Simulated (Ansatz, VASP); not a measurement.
## One calculation of Cd, two programs

```
Cd
1.0
     1.60803    0.92840    2.44929
    -1.60803    0.92840    2.44929
     0.00000   -1.85679    2.44929
Cd
1
Cartesian
  0.0000 0.0000 0.0000
```

Alike in both runs: task single point; functional PBE; k mesh 9 × 9 × 9; no spin polarisation.

```csv
,VASP,Ansatz
version,VASP 6.6.1,Ansatz 0.2.0
potentials or method,"VASP PAW PBE potentials, release 64 (Cd)","scalar-relativistic, plane waves, PAW"
plane-wave cutoff (eV),520,420
occupations,"methfessel-paxton of order 1, width 0.4 eV","cold, width 0.4 eV"
valence electrons in the cell,12,20
```

|  | VASP | Ansatz | Ansatz less VASP |
| --- | --- | --- | --- |
| gap on the k mesh at the Fermi level (eV) | none | none | - |
| pressure (GPa) | 2.6 | 2.1 | -0.47 |
| largest component of the traceless stress (GPa) | 0.50 | 0.92 | +0.423 |

A gap of «none» marks a metal or a gap that the smearing closes. The two sets of potentials don't hold the same shells in valence.
